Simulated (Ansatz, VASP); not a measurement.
**C: VASP beside Ansatz**

```xyz
2
Lattice="0.0000 1.7493 1.7493 1.7493 0.0000 1.7493 1.7493 1.7493 0.0000" Properties=species:S:1:pos:R:3 pbc="T T T"
C     0.0000    0.0000    0.0000
C     0.8746    0.8746    0.8746
```

Alike in both runs: task single point; functional PBE; k mesh 12 × 12 × 12; occupations gaussian, width 0.02 eV; no spin polarisation.

```csv
,VASP,Ansatz
version,VASP 6.6.1,Ansatz 0.2.0
potentials or method,"VASP PAW PBE potentials, release 64 (C)","scalar-relativistic, plane waves, PAW"
plane-wave cutoff (eV),520,420
valence electrons in the cell,8,8
```

```csv
,VASP,Ansatz,Ansatz less VASP
gap on the k mesh at the Fermi level (eV),4.29,4.29,+0.007
least direct gap on the mesh (eV),5.75,5.76,+0.006
```

With one functional, cell and mesh, what is left measures potentials, basis and numerics.
